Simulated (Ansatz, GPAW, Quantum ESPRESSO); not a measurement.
## Fitting the LDA energy curve of MgO

It takes space group Fm-3m (No. 225, cubic). The conventional cell has a = 4.194 Å, b = 4.194 Å, c = 4.194 Å, α = 90.00°, β = 90.00°, γ = 90.00°. Around Mg (site symmetry m-3m) lie 6 O at 2.10 Å. O (site symmetry m-3m) has 6 Mg at 2.10 Å as nearest neighbours.

The cell is a database's computed one, not the measured one.

The cell was scaled at fixed shape and fractions and run with Ansatz, Ansatz PAW, cutoff 420 eV; LDA, k mesh 11 × 11 × 11 on the cell of 2 atoms, tetrahedron occupations, no spin polarisation, no spin-orbit coupling. The potentials were made for PBE. Energies are those that the program minimises, any entropy of the smearing included.

```tsv
V (Å³/atom)	energy over the lowest row (meV/atom)
8.6681	6.55
8.8525	?
9.0370	0.00
9.2214	2.78
9.4058	9.29
9.5902	18.95
9.7747	31.56
```

Fit the third-order Birch-Murnaghan form, give V0, B0 and B′, and predict the energy left open.

With y = (V0/V)^(2/3), E = E0 + (9 V0 B0/16) [(y - 1)³ B′ + (y - 1)² (6 - 4y)]. Least squares through the rows shown give V0 = 8.9935 Å³/atom, E0 = -0.14 meV, B0 = 171.5 GPa (1 eV/Å³ = 160.218 GPa) and B′ = 3.89, with a largest miss of 0.05 meV. At V = 8.8525 the form with these constants gives 1.07 meV; the run gave 1.08 meV an atom. Other set-ups at this level, from all their volumes (Å³/atom, GPa): GPAW, the program's PAW data sets (release 1.2.1) made for this functional: V0 9.026, B0 172.1; Ansatz, all-electron LAPW, scalar-relativistic: V0 9.007, B0 172.2; Quantum ESPRESSO, PseudoDojo 0.4.1 SR LDA standard: V0 9.001, B0 172.2. Measured volume: 9.339 Å³/atom at 300 K (arxiv:1807.05012), so the fit lies -3.7 % from it. The runs are for a static lattice.

The fitted minimum lies below the measured volume, as expected of LDA for an ionic oxide. MgO is held together by Madelung attraction and kept apart by the overlap of closed-shell ions, mainly the soft, polarisable O 2p density against the Mg core. LDA makes this balance too attractive at short range; gradient corrections usually weaken the binding and expand the lattice. Not all of the -3.7 % belongs to the functional, however, since zero-point motion and thermal expansion also enlarge the measured cell.

The other set-ups all give slightly larger volumes, perhaps because of the PBE-made potentials here, but their spread is small beside the gap to experiment. Changing the potential would therefore not remove the contraction.

The close prediction of the omitted energy shows that the curve is smooth and well interpolated, not that the functional is accurate. With most volumes on the expanded side of the minimum, B′ is a less secure guide to behaviour under strong compression.
